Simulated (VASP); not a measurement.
Wanted: the native input for a VASP 6.6.1 run.

* Task: single point
* Functional: PBE
* Potentials or basis: VASP PAW PBE potentials, release 64 (Sn_d, S)
* Cutoff: 520 eV
* k mesh: 6 × 6 × 4
* Occupations: gaussian, width 0.1 eV
* Spin: no spin polarisation
* Dipole correction: no
* Further INCAR settings: ALGO = Fast; EDIFF = 1e-06; NBANDS = 20

The structure of SnS2 lies in POSCAR:

```
SnS2
1.0
    3.6743056800      0.0000000000      0.0000000000
   -1.8371528400      3.1820418800      0.0000000000
    0.0000000000      0.0000000000      6.2288317700
Sn S
1 2
Direct
    0.0000000000      0.0000000000      0.0000000000
    0.3333333400      0.6666666900      0.2346534700
    0.6666666900      0.3333333400      0.7653465300
```

The cell is a database's computed one.

The input as run:

INCAR

```
SYSTEM = SnS2
PREC = Accurate
ENCUT = 520
EDIFF = 1E-6
ISMEAR = 0
SIGMA = 0.1
LREAL = .False.
LASPH = .True.
NELM = 100
ALGO = Fast
ISIF = 2
LWAVE = .False.
LCHARG = .False.
GGA = PE
NBANDS = 20
```

KPOINTS

```
Automatic mesh
0
Gamma
  6 6 4
  0 0 0
```

Potentials or basis: VASP PAW PBE potentials, release 64 (Sn_d, S).

Run with:

```bash
$ cat potpaw_PBE.64/Sn_d/POTCAR potpaw_PBE.64/S/POTCAR > POTCAR
$ mpirun -np 1 vasp_std > vasp.out
```

It gave:

- Pressure: 2.1 GPa
- Largest force: 0.231 eV/Å
- Band gap on the k mesh: 1.60 eV, indirect (least direct gap 1.89 eV)

Caveat: spin-orbit coupling is left out, which moves the levels of the heavy elements; this functional lacks dispersion, which binds the layers, so the pressure and a relaxed spacing across them are unreliable.

It took 23 s on 1 thread of Intel(R) Xeon(R) 6975P-C (Granite Rapids), on a shared host, peak memory 0.19 GiB.
